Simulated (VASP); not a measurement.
## BP: NMR shieldings

Aim: NMR shielding tensors and field gradients of BP. The cell is of the zinc-blende type, one of the forms listed for this formula, which need not be the common one. The start is a cell from a database of measured crystal structures.

Calculated with VASP 6.6.1; LDA; plane waves and PAW (P, B), in the first sound run; inputs show where later runs differ.

## 1. The structure

It takes space group F-43m (No. 216, cubic). Conventional cell: a = 4.538 Å, b = 4.538 Å, c = 4.538 Å, α = 90.00°, β = 90.00°, γ = 90.00°. P has 4 B at 1.97 Å nearest. B has 4 P at 1.97 Å nearest. Farther neighbours are not listed.

As a file:

```cif
data_structure
_symmetry_space_group_name_H-M 'P 1'
_symmetry_Int_Tables_number 1
_cell_length_a 3.2089
_cell_length_b 3.2089
_cell_length_c 3.2089
_cell_angle_alpha 60.000
_cell_angle_beta 60.000
_cell_angle_gamma 60.000
_cell_volume 23.36
loop_
_atom_site_label
_atom_site_type_symbol
_atom_site_fract_x
_atom_site_fract_y
_atom_site_fract_z
_atom_site_occupancy
P1 P 0.75000 0.75000 0.75000 1
B2 B 0.00000 0.00000 0.00000 1
```

## 2. Ground state

The next steps need an insulator, so the gap is checked first.

The input, INCAR:

```
SYSTEM = BP
PREC = Accurate
ENCUT = 420
EDIFF = 1E-07
NELM = 100
ISMEAR = 0
SIGMA = 0.01
LREAL = .FALSE.
ALGO = Normal
GGA = CA
NBANDS = 10
LORBIT = 11
LWAVE = .FALSE.
LCHARG = .FALSE.
KPAR = 2
```

The input, POSCAR:

```
BP
1.0
    0.0000000000      2.2690000000      2.2690000000
    2.2690000000      0.0000000000      2.2690000000
    2.2690000000      2.2690000000      0.0000000000
P B
1 1
Direct
    0.7500000000      0.7500000000      0.7500000000
    0.0000000000      0.0000000000      0.0000000000
```

The input, KPOINTS:

```
Automatic mesh
0
Gamma
8 8 8
0 0 0
```

The projector-augmented-wave data sets are P and B (PBE family, release 64).

Launch:

```
$ mpirun -np 2 vasp_std
```

Output:

```text
[banner, memory and clock lines left out]
running    2 mpi-ranks, on    1 nodes
 distrk:  each k-point on    1 cores,    2 groups
 distr:  one band on    1 cores,    1 groups

 POSCAR found type information on POSCAR P B
 POSCAR found :  2 types and       2 ions
|                                                                             |
|               ----> ADVICE to this user running VASP <----                  |
|                                                                             |
|     You enforced a specific xc type in the INCAR file but a different       |
|     [... a line on the potential file left out ...]
|     I HOPE YOU KNOW WHAT YOU ARE DOING!                                     |
|                                                                             |

 LDA part: xc-table for (Slater(with rela. corr.)+CA(PZ))
 , standard interpolation
 POSCAR, INCAR and KPOINTS ok, starting setup
 FFT: planning ... GRIDC
 FFT: planning ... GRID_SOFT
 FFT: planning ... GRID
 WAVECAR not read
 entering main loop
       N       E                     dE             d eps       ncg     rms          rms(c)
DAV:   1     0.529740898720E+01    0.52974E+01   -0.35865E+03   588   0.609E+02
DAV:   2    -0.145986137820E+02   -0.19896E+02   -0.19286E+02   820   0.101E+02
DAV:   3    -0.150313760074E+02   -0.43276E+00   -0.43212E+00   706   0.142E+01
DAV:   4    -0.150331636942E+02   -0.17877E-02   -0.17875E-02   734   0.107E+00
DAV:   5    -0.150331726115E+02   -0.89173E-05   -0.89171E-05   676   0.674E-02    0.615E+00
DAV:   6    -0.143766416207E+02    0.65653E+00   -0.15267E+00   646   0.567E+00    0.318E+00
DAV:   7    -0.142678663247E+02    0.10878E+00   -0.24017E-01   730   0.262E+00    0.113E+00
DAV:   8    -0.142557305303E+02    0.12136E-01   -0.33659E-02   676   0.991E-01    0.213E-01
DAV:   9    -0.142557548315E+02   -0.24301E-04   -0.67735E-04   658   0.194E-01    0.151E-01
DAV:  10    -0.142557508381E+02    0.39935E-05   -0.14018E-04   648   0.704E-02    0.262E-02
DAV:  11    -0.142557525394E+02   -0.17014E-05   -0.51058E-06   748   0.125E-02    0.286E-02
DAV:  12    -0.142557522611E+02    0.27830E-06   -0.21598E-06   692   0.643E-03    0.849E-03
DAV:  13    -0.142557522666E+02   -0.54781E-08   -0.52842E-08   356   0.171E-03
   1 F= -.14255752E+02 E0= -.14255752E+02  d E =-.834441E-34
```

Run time: 3.8 s. Hardware: 2 MPI ranks of AMD EPYC 7R43, shared host; peak memory 0.17 GiB; 6.7 s of CPU time.

Lines that name or quote the potential files are left out of all logs, and their timing lines are given in words.

Parts of OUTCAR (step 2):

```text
ion  position               nearest neighbor table
   1  0.750  0.750  0.750-   2 1.97   2 1.97   2 1.97   2 1.97
   2  0.000  0.000  0.000-   1 1.97   1 1.97   1 1.97   1 1.97

  LATTYP: Found a face centered cubic cell.
 ALAT       =     4.5380000000

 Subroutine GETGRP returns: Found 24 space group operations
 (whereof 24 operations were pure point group operations)

The static configuration has the point symmetry T_d .

 Found     29 irreducible k-points:

   k-points           NKPTS =     29   k-points in BZ     NKDIM =     29   number of bands    NBANDS=     10

   dimension x,y,z NGX =    24 NGY =   24 NGZ =   24
   dimension x,y,z NGXF=    48 NGYF=   48 NGZF=   48

   ENCUT  =  420.0 eV  30.87 Ry    5.56 a.u.   5.36  5.36  5.36*2*pi/ulx,y,z

   NELECT =       8.0000    total number of electrons

 k-points in reciprocal lattice and weights: Automatic mesh
   0.00000000  0.00000000  0.00000000       0.002
   0.12500000  0.00000000  0.00000000       0.016
   0.25000000  0.00000000  0.00000000       0.016
   0.37500000  0.00000000  0.00000000       0.016
   0.50000000  0.00000000  0.00000000       0.008
   0.12500000  0.12500000  0.00000000       0.012
   0.25000000  0.12500000  0.00000000       0.047
   0.37500000  0.12500000  0.00000000       0.047
   0.50000000  0.12500000  0.00000000       0.047
[...]
-0.37500000  0.50000000  0.12500000       0.023
  -0.25000000  0.50000000  0.25000000       0.012

 average (electrostatic) potential at core
       1 -81.0700       2 -24.7998

 E-fermi :   7.3417

 k-point     1 :       0.0000    0.0000    0.0000
  band No.  band energies     occupation
      1      -8.1539      2.00000
      2       7.2591      2.00000
      3       7.2591      2.00000
      4       7.2591      2.00000
      5      10.6405      0.00000
      6      10.6405      0.00000
      7      10.6405      0.00000
      8      14.6326      0.00000
      9      18.4989      0.00000
    ...

 k-point     2 :       0.1250    0.0000    0.0000
  band No.  band energies     occupation
      1      -7.8730      2.00000
      2       5.4107      2.00000
      3       6.8295      2.00000
      4       6.8295      2.00000
      5      11.1711      0.00000
      6      11.2328      0.00000
      7      11.2328      0.00000
      8      15.3941      0.00000
      9      18.5599      0.00000
    ...

 k-point     3 :       0.2500    0.0000    0.0000
  band No.  band energies     occupation
      1      -7.0484      2.00000
      2       2.4232      2.00000
      3       6.1394      2.00000
      4       6.1394      2.00000
      5      11.2550      0.00000
      6      12.0029      0.00000
      7      12.0029      0.00000
      8      16.7472      0.00000
      9      18.2703      0.00000
    ...

  Total       -0.6279257     -0.6279257     -0.6279257     -0.0000000     -0.0000000     -0.0000000
  in kB      -43.0611242    -43.0611242    -43.0611242     -0.0000000     -0.0000000     -0.0000000
  external PRESSURE =     -43.0611242 kB  Pullay stress =       0.0000000 kB

  energy-cutoff  :      420.00
  volume of cell :       23.36
      direct lattice vectors                 reciprocal lattice vectors
     0.000000000  2.269000000  2.269000000    -0.220361393  0.220361393  0.220361393
     2.269000000  0.000000000  2.269000000     0.220361393 -0.220361393  0.220361393
     2.269000000  2.269000000  0.000000000     0.220361393  0.220361393 -0.220361393

 POSITION                                       TOTAL-FORCE (eV/Angst)
 -----------------------------------------------------------------------------------
      3.40350      3.40350      3.40350        -0.000000     -0.000000     -0.000000
      0.00000      0.00000      0.00000         0.000000      0.000000      0.000000
 -----------------------------------------------------------------------------------
    total drift:                               -0.000000     -0.000000     -0.000000

  FREE ENERGIE OF THE ION-ELECTRON SYSTEM (eV)
  ---------------------------------------------------
  free  energy   TOTEN  =       -14.2557522666 eV

  energy  without entropy=      -14.2557522666  energy(sigma->0) =      -14.25575227

 total charge
# of ion       s       p       d       tot
------------------------------------------
    1        0.986   1.570   0.000   2.556
    2        0.654   1.275   0.000   1.929
--------------------------------------------------
tot          1.640   2.845   0.000   4.485

[... 3 further parts left out ...]
```

The gap is read on the k-mesh alone, so it is an upper bound where the band edges lie off the mesh. The PAW data sets were made with PBE, though LDA sets exist; this is a small mismatch.

This step gave:

* free energy (TOTEN): -14.26 eV
* Fermi energy: 7.342 eV
* pressure: -4.306 GPa
* gap on the k-mesh: 1.225 eV
* least direct gap on the k-mesh: 3.381 eV

The cell has a gap of 1.23 eV on this mesh and a pressure of -4.3 GPa, which holds the misfit of the given cell and coordinates with this functional, and any error of cutoff, mesh and data sets.

(Part 1 of 4 ends here.)

[Lines on the potential files, build, host, timing and source positions are cut from VASP's logs without a mark.]

[Logs are printed without paths, hosts, clocks, repeated set-up lines and the standing remarks that a program may print on its own settings, such as how far it seeks lower states.]

[Hosts, paths, dates, database ids (printed as entryN), source tags and the programs' standing remarks are cut or masked in the printed files.]
